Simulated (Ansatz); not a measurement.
Every step of a relaxation of Pd (simple hexagonal type)

DFT, PBE, PAW with Ansatz's default frozen-core files, scalar-relativistic (Ansatz 0.2.0); a Γ-centred 16×16×15 k mesh, Fermi–Dirac smearing of 0.08 eV, no spin polarisation. The run relaxes cell and atoms at a target pressure of 0.67 GPa.

Command: `ansatz run input.yaml --threads 1 --pin off --max-ram 3584MiB --backend cpu --events-out ev --progress --plain --runs-dir out` It took 7.5 s on 1 thread of Intel(R) Xeon(R) 6975P-C (Granite Rapids) (shared host), peak memory 0.38 GiB.

```yaml
crystal:
  lattice:
    - [2.6925511406, 0.0, 0.0]
    - [-1.3462755703, 2.3318176887, 0.0]
    - [0.0, 0.0, 2.5309980721]
  atoms:
    - { symbol: Pd, position: [0.0, 0.0, 0.0] }
kpoints:
  mp_grid: { grid: [16, 16, 15] }
scf:
  occupations: { method: fermi_dirac, width: 0.08 }
hamiltonian:
  xc: pbe
  pseudopotentials: { kind: paw }
output:
  forces: true
  stress: true
  eigenvalues: true
relax:
  f_tol: 0.005
  max_steps: 40
  cell: { p_target: 0.67, stress_tol: 0.03 }
```

Each step lists its enthalpy F + pV a cell above the last geometry, the pressure, the cell vectors (Å), and Cartesian positions (Å) with forces (eV/Å).

The first step:

```
step 1  dH = 31.51 meV  P = 7.22 GPa
  cell 2.6926 0.0000 0.0000  -1.3463 2.3318 0.0000  0.0000 0.0000 2.5310
  Pd 0.0000 0.0000 0.0000   0.0000 0.0000 0.0000
```

Where does the relaxation end, and by which steps?

After 4 geometries, with conventional a, b, c = 2.691, 2.691, 2.636 Å, at 16.537 Å³/atom (+4.06 % against the start) in space group P6/mmm, with a shortest distance of 2.636 Å. The further steps:
```
step 2  dH = 1.27 meV  P = -0.95 GPa
  cell 2.7054 0.0000 0.0000  -1.3527 2.3430 0.0000  0.0000 0.0000 2.6380
  Pd 0.0000 0.0000 0.0000   0.0000 0.0000 0.0000
step 3  dH = 0.04 meV  P = 0.42 GPa
  cell 2.6937 0.0000 0.0000  -1.3468 2.3328 0.0000  0.0000 0.0000 2.6362
  Pd 0.0000 0.0000 0.0000   0.0000 0.0000 0.0000
step 4  dH = 0.00 meV  P = 0.68 GPa
  cell 2.6913 0.0000 0.0000  -1.3457 2.3307 0.0000  0.0000 0.0000 2.6363
  Pd 0.0000 0.0000 0.0000   0.0000 0.0000 0.0000
step 5  dH = -0.21 meV  P = 0.67 GPa  (same geometry on a basis chosen anew; earlier energies don't compare to the last digit)
  cell 2.6913 0.0000 0.0000  -1.3457 2.3307 0.0000  0.0000 0.0000 2.6363
  Pd 0.0000 0.0000 0.0000   0.0000 0.0000 0.0000
```
